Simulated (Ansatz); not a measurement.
# Ge: the cost of one run

Computed with Ansatz 0.2.0 (DFT PBE, scalar-relativistic, plane waves, PAW, unless a step's input says otherwise).

3 further runs of the same task are left out: 3 set aside as unsound or not needed.

### 1 The system as given

Symmetry: P6_3/mmc, No. 194, hexagonal system. Conventional cell: a = 2.467 Å, b = 2.467 Å, c = 8.465 Å, α = 90.00°, β = 90.00°, γ = 120.00°. C (site symmetry -6m2) is surrounded by 3 C at 1.42 Å.

Structure file:

```
CELL_PARAMETERS angstrom
2.46653 0.00000 0.00000
-1.23327 2.13608 0.00000
0.00000 0.00000 8.46545
ATOMIC_POSITIONS crystal
C 0.00000 0.00000 0.25000
C 0.00000 0.00000 0.75000
C 0.33333 0.66667 0.25000
C 0.66667 0.33333 0.75000
```

It goes back to an entry of the Materials Project.

This cell was relaxed beforehand with the same method: volume 11.15 Å³/atom, gap on the mesh none (metal).

### 2 C → Ge: the starting cell

The start of Ge: fractional positions of relaxed C, cell scaled by 1.335, a guess from tabulated radii.

### 3 Probe: one point at the start (Ge)

input.yaml reads:

```yaml
crystal:
  lattice:
    - [3.2940045841, 0.0, 0.0]
    - [-1.6470022921, 2.85269165, 0.0]
    - [0.0, 0.0, 11.3054357289]
  atoms:
    - { symbol: Ge, position: [0.0, 0.0, 0.25] }
    - { symbol: Ge, position: [0.0, 0.0, 0.75] }
    - { symbol: Ge, position: [0.3333333333, 0.6666666667, 0.25] }
    - { symbol: Ge, position: [0.6666666667, 0.3333333333, 0.75] }
basis:
  ecutwfc: 420
kpoints:
  mp_grid: { grid: [6, 6, 2] }
hamiltonian:
  xc: pbe
scf:
  occupations: { method: gaussian, width: 0.1 }
output:
  forces: true
  stress: true
  eigenvalues: true
```

Command:

```
$ ansatz run input.yaml --threads 1 --pin off --max-ram 2560MiB --backend cpu --events-out ev --progress --plain --runs-dir out
```

Q: Estimate wall time and peak memory on 1 thread of Intel Xeon Platinum 8259CL at 2.50GHz (Skylake/Cascade Lake), shared host.

About 2.7 s, with a peak of 0.42 GiB.
